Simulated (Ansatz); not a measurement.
## A vibration from a frozen displacement in WS2

Computed with DFT r2SCAN, scalar-relativistic, plane waves, PAW in Ansatz. Settings: plane waves to 500 eV, k-mesh 12×12×2 (Γ-centred), Gaussian smearing 0.05 eV. Spin–orbit coupling is left out, which matters for the heavy elements here. No spin polarisation. Energies are free energies at this smearing, counted from the undisturbed cell; pressure is positive in compression.

The undisturbed cell (relaxed at this level; this form isn't the usual structure):

```yaml
crystal:
  lattice:
    - [3.18141, 0.00000, 0.00000]
    - [-1.59071, 2.75518, 0.00000]
    - [0.00000, 0.00000, 23.68815]
  atoms:
    - { symbol: W, position: [0.33333, 0.66667, 0.63794] }
    - { symbol: W, position: [0.66667, 0.33333, 0.36206] }
    - { symbol: S, position: [0.33333, 0.66667, 0.29624] }
    - { symbol: S, position: [0.66667, 0.33333, 0.57210] }
    - { symbol: S, position: [0.33333, 0.66667, 0.42790] }
    - { symbol: S, position: [0.66667, 0.33333, 0.70376] }
```

The cell holds layers and no dispersion correction was added, so their binding is poorly described.

Every S atom is moved by x along the Cartesian unit vector (0.000, 0.000, 1.000); the cell and all other atoms stay fixed. The cell's volume is 207.64 Å³; the moved atoms weigh 128.240 u together and the others 367.680 u. Some rows repeat others by symmetry and weren't run.

| x (Å) | ΔE (meV/cell) | total force on the moved atoms along the move (eV/Å) | pressure (GPa) |
| --- | --- | --- | --- |
| -0.1000 | 333.34 | 6.6435 | 0.5083 |
| -0.0875 | 255.42 | 5.8228 | 0.3889 |
| -0.0750 | 187.78 | 4.9982 | 0.2849 |
| -0.0625 | 130.48 | 4.1700 | 0.1967 |
| -0.0500 | 83.55 | 3.3391 | 0.1245 |
| -0.0375 | 47.01 | 2.5062 | 0.0684 |
| -0.0250 | 20.90 | 1.6715 | 0.0282 |
| -0.0125 | 5.23 | 0.8361 | 0.0040 |
| 0.0000 | 0.00 | 0.0000 | -0.0039 |
| 0.0125 | 5.23 | -0.8361 | 0.0040 |
| 0.0250 | 20.90 | -1.6715 | 0.0282 |
| 0.0375 | 47.01 | -2.5062 | 0.0684 |
| 0.0500 | 83.55 | -3.3391 | 0.1245 |
| 0.0625 | 130.48 | -4.1700 | 0.1967 |
| 0.0750 | 187.78 | -4.9982 | 0.2849 |
| 0.0875 | 255.42 | -5.8228 | 0.3889 |
| 0.1000 | 333.34 | -6.6435 | 0.5083 |

**Question.** What frequency belongs to this motion?

**Answer.** The force constant is k = −dF/dx = 66.888 eV/Å², from the parabola through x = -0.0125, 0 and 0.0125. In every cell the moved atoms swing against the rest, so the mass is μ = m₁m₂/(m₁ + m₂) = 95.078 u, and ν̃ = 521.5 cm⁻¹ × √(|k|/μ) = 437 cm⁻¹. To first order in x, and within 1 %, the force on every atom lies along the move and, within each of the two groups, in proportion to the atom's mass, so this is itself a mode at the zone centre of this cell, taken without macroscopic field (the transverse frequency in a polar insulator).

**Question.** How far does the harmonic law reach?

**Answer.** At x = -0.100 Å, kx²/2 = 334.44 meV against the computed 333.34 meV (-0.3 %): the well is still close to harmonic there.

**Question.** The pressure changes with x². What does that say about the frequency under compression?

**Answer.** With E = k(V)x²/2, k ∝ V^(−2γ) and x scaling with the cell as V^(1/3), P − P0 = −∂E/∂V = (2γ − 2/3) ΔE/V. At x = 0.0250 Å, V(P − P0) = 207.64 × 0.03211 / 160.2 eV = 41.61 meV and ΔE = 20.90 meV, so γ = 1/3 + V(P − P0)/(2ΔE) = 1.33. This is the Grüneisen parameter of the motion under uniform scaling of the cell: shrinking the cell evenly by 1 % in volume raises the frequency by about 1.33 %.

Cost: 9 runs of about 6.7 core-minutes in all, on Intel Xeon Processor @ 2.70GHz (shared hosts).

The coordinates describe a two-layer slab separated by vacuum, and the motion is its infrared-active out-of-plane mode, with both sulfur planes of each layer moving together against the tungsten. The frequency of 437 cm⁻¹ reflects stiff, polar covalent W 5d–S 3p bonds and the light sulfur, which carries most of the amplitude. Each tungsten has sulfur on both sides, so bonds on one side shorten as those on the other lengthen. Their odd anharmonic terms cancel, and inversion symmetry makes this exact for the slab, leaving only a slight even-order softening.

The sulfur planes facing each other across the gap move in step, so their spacing doesn't change. The frequency therefore probably depends little on interlayer attraction and is no test of it. The Grüneisen parameter of 1.33 likewise mainly reflects the stiffening of W–S bonds when they are scaled with the cell. It shouldn't be carried over to bulk crystals under hydrostatic pressure, where the soft gaps between layers would take up much of the compression.
